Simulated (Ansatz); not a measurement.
Runs of Ansatz 0.2.0 on Ga. The structure is orthorhombic, space group Cmcm (No. 63). The conventional cell has a = 2.900 Å, b = 8.130 Å, c = 3.170 Å, α = 90.00°, β = 90.00°, γ = 90.00°. Around Ga (site symmetry m2m) lie 8 Ga at 2.68 to 2.90 Å. This isn't the form of Ga at room conditions, which is orthorhombic.

| task | level | potentials or basis | spin | k mesh | cutoff (eV) | basis error allowed | pressure (GPa) | V0 of scaled cells (Å³/atom) | B0 (GPa) | largest force (eV/Å) |
| --- | --- | --- | --- | --- | --- | --- | --- | --- | --- | --- |
| single point | PBEsol | all-electron LAPW, scalar-relativistic | off | 10 × 10 × 8 | 258 | 0.001 eV/atom | -2.1 | - | - | (a) |
| equation of state | PBEsol | all-electron LAPW, scalar-relativistic | off | 10 × 10 × 8 | - | 0.0005 eV/atom | - | 18.00 | 62 | - |
| band structure | PBEsol | all-electron LAPW, relativistic spinors | SOC, no magnetisation | 8 × 8 × 6 | 258 | 0.001 eV/atom | -1.3 | - | - | 0.14 |
| equation of state | PBEsol | all-electron LAPW, scalar-relativistic | off | 10 × 10 × 8 | - | 0.001 eV/atom | - | 18.00 | 62 | - |
| band structure | LDA | all-electron LAPW, scalar-relativistic | off | 10 × 10 × 8 | 258 | 0.001 eV/atom | -4.0 | - | - | 0.20 |
| band structure | PBEsol | all-electron LAPW, scalar-relativistic | off | 8 × 8 × 6 | 258 | 0.001 eV/atom | -1.3 | - | - | 0.14 |

Alike in all rows: cell as given; smearing fermi-dirac 0.05 eV.

Fill in the values left out.

(a) 0.21.

Caveats: the cell was scaled at fixed shape and fractional positions, which overstates the stiffness of a crystal with free parameters, most of all of layers and chains (some runs); the k mesh is thin for a metal, which can move the energy by tens of meV per atom (some runs).

Not every run made on this cell is shown here.
